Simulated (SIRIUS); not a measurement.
## Au under changes of volume

One of the cells (17.192 Å³/atom); the others are scaled copies at fixed shape and fractional positions:

```
CELL_PARAMETERS angstrom
0.00000 2.04848 2.04848
2.04848 0.00000 2.04848
2.04848 2.04848 0.00000
ATOMIC_POSITIONS crystal
Au 0.00000 0.00000 0.00000
```

* Program: SIRIUS 7.10.0
* Functional: PBEsol
* Potentials or basis: PseudoDojo 0.4.1 PBEsol standard (scalar relativistic)
* Cutoff: 1054 eV
* Density cutoff: 4214 eV
* k mesh: 11 × 11 × 11
* Occupations: fermi-dirac, width 0.05 eV
* Spin: no spin polarisation

```csv
volume (Å³/atom),energy over the lowest point (meV/atom),pressure (GPa)
15.843,47.42,14.8
16.181,21.64,9.7
16.518,5.94,5.2
17.192,0.00,-2.2
17.529,?,?
17.866,21.36,-7.8
```

What does the run at 17.529 Å³/atom give?

Energy over the lowest point 7.71 meV/atom; pressure -5.2 GPa.

Worked out: A Birch-Murnaghan fit of order 3 (a polynomial in V^(-2/3)) to the other rows has its minimum at 16.98 Å³/atom with B0 = V·E''(V) = 177 GPa and B' = 5.5. It gives 7.69 meV/atom at 17.529 Å³/atom, against the run's 7.71, and -dE/dV = -5.1 GPa, against -5.2.

Energies are extrapolated to zero smearing.
